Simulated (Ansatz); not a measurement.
## BaO: Fröhlich coupling of electrons to the polar mode

Plane-wave DFT in Ansatz with scalar-relativistic PAW potentials.

Linear response at Γ (PBEsol, cell Fm-3m with a = 5.490 Å, 420 eV, 8×8×8 k points) gives one polar TO mode at 77.1 cm⁻¹, ε∞ = 4.28 and ε0 = 111.91. Band curvatures at the conduction edge (r2SCAN, cell Fm-3m with a = 5.544 Å, 500 eV, 8×8×8 k points; gap 2.38 eV) give a conductivity mass of 0.503 mₑ (harmonic mean over x, y, z).

Question: Work out the LO energy, the Fröhlich constant, and the polaron's energy, mass and size.

Answer: Lyddane–Sachs–Teller: ω_LO = ω_TO √(ε0/ε∞) = 394.5 cm⁻¹, ħω_LO = 48.9 meV. α = √(m* Ry/ħω_LO) (1/ε∞ − 1/ε0) with Ry = 13.606 eV and m* in mₑ: √(0.503 × 13606/48.9) × 0.225 = 2.7. To first order the edge drops by αħω_LO = 130 meV and the mass grows by the factor 1 + α/6 to 0.726 mₑ; the length √(ħ/2m*ω_LO) is 12.4 Å. Coupling is intermediate; the first-order energy stays a fair guide, while the true mass grows faster than 1 + α/6. The model takes one parabolic, isotropic valley, and its inputs come from two functionals at their own volumes. Too small a gap makes ε∞ too large and, at a direct edge, m* too light, and both lower α.

Spin-orbit coupling is left out, which matters for the bands of heavy elements.